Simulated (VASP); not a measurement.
# MgI2: equation of state with PBE

The system is MgI2.

```
CELL_PARAMETERS angstrom
4.14000 0.00000 0.00000
-2.07000 3.58535 0.00000
0.00000 0.00000 6.88000
ATOMIC_POSITIONS crystal
I 0.66667 0.33333 0.75000
I 0.33333 0.66667 0.25000
Mg 0.00000 0.00000 0.00000
```

- Program: VASP 6.6.1
- Task: equation of state
- Functional: PBE
- Potentials or basis: VASP PAW PBE potentials, release 64 (I, Mg)
- Cutoff: 520 eV
- k mesh: 8 × 8 × 4
- Occupations: fermi-dirac, width 0.05 eV
- Spin: no spin polarisation

```json
{
  "Equilibrium volume": "34.72 Å³/atom",
  "Bulk modulus at fixed shape and positions": "29 GPa",
  "Pressure derivative of the bulk modulus": "4.4"
}
```

Energy against volume, from the lowest point:
```tsv
volume (Å³/atom)	energy (meV/atom)
31.998	22.17
32.679	12.00
33.360	5.13
34.041	1.23
34.722	0.00
35.402	1.17
36.083	4.48
```

All runs of the series together: 5.2 min on 1 thread of Intel(R) Xeon(R) Platinum 8488C (Sapphire Rapids), on a shared host.

Caveat: the cell was scaled at fixed shape and fractional positions, which overstates the stiffness of a crystal with free parameters, most of all of layers and chains; this functional lacks dispersion, which binds the layers, so the pressure and a relaxed spacing across them are unreliable. The run has no spin-orbit coupling, so splittings on I are missing.
